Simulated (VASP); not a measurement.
A run of VASP 6.6.1 is set up as follows.

Contents of INCAR:

```
  PREC = Accurate
  ENCUT = 600
  EDIFF = 1E-6
  ISMEAR = 0
  SIGMA = 0.03
  LREAL = False
  LASPH = True
  NELM = 80
  ALGO = Normal
  ISIF = 3
  LWAVE = False
  LCHARG = False
  GGA = PS
  IBRION = 2
  NSW = 90
  EDIFFG = -0.01
  KPAR = 4
```

Contents of KPOINTS:

```
regular mesh
0
Gamma
  6 6 6
```

Contents of POSCAR:

```
HfSiO4
1.0
   -3.2862500000      3.2862500000      2.9816000000
    3.2862500000     -3.2862500000      2.9816000000
    3.2862500000      3.2862500000     -2.9816000000
Hf Si O
2 2 8
Direct
    0.7500000000      0.2500000000      0.5000000000
    0.0000000000      0.0000000000      0.0000000000
    0.2500000000      0.7500000000      0.5000000000
    0.5000000000      0.5000000000      0.0000000000
    0.1353000000      0.3198000000      0.8155000000
    0.0698000000      0.7543000000      0.6845000000
    0.5043000000      0.3198000000      0.1845000000
    0.0698000000      0.3853000000      0.3155000000
    0.6147000000      0.9302000000      0.6845000000
    0.6802000000      0.8647000000      0.1845000000
    0.2457000000      0.9302000000      0.3155000000
    0.6802000000      0.4957000000      0.8155000000
```

Potentials or basis: VASP PAW PBE potentials, release 64 (Hf_pv, Si, O).

Launch:

```bash
$ cat potpaw_PBE.64/Hf_pv/POTCAR potpaw_PBE.64/Si/POTCAR potpaw_PBE.64/O/POTCAR > POTCAR
$ mpirun -np 4 vasp_std > vasp.out
```

Task: Estimate the relaxed cell.

Result: a = 5.512 Å, b = 5.512 Å, c = 5.512 Å, α = 106.98°, β = 106.98°, γ = 114.58°.

Task: Predict the relaxed volume.

Result: 10.68 Å³/atom.

Task: What does it give for the space group after relaxing (to 0.05 Å)?

Result: I4_1/amd (No. 141).

Task: Predict the band gap on the k mesh.

Result: 5.40 eV, indirect (least direct gap 5.77 eV).

Final structure:
```xyz
12
Lattice="-3.2795 3.2795 2.9789 3.2795 -3.2795 2.9789 3.2795 3.2795 -2.9789" Properties=species:S:1:pos:R:3 pbc="T T T"
Hf    0.0000    3.2795    1.4894
Hf    0.0000    0.0000    0.0000
Si    3.2795    0.0000    1.4894
Si    0.0000    0.0000    2.9789
O     3.2795    2.0640   -1.0877
O     4.4949    0.0000    0.4017
O     0.0000    1.2154    1.8912
O     2.0640    0.0000    0.4017
O     3.2795    1.2154    2.5771
O     1.2154    0.0000    4.0666
O     3.2795   -1.2154    2.5771
O     2.0640    3.2795    1.0877
```

Caveat: the PAW data sets were made with another functional, which shifts forces and pressure a little; spin-orbit coupling is left out, which moves the levels of the heavy elements. A k mesh can miss the band edges.
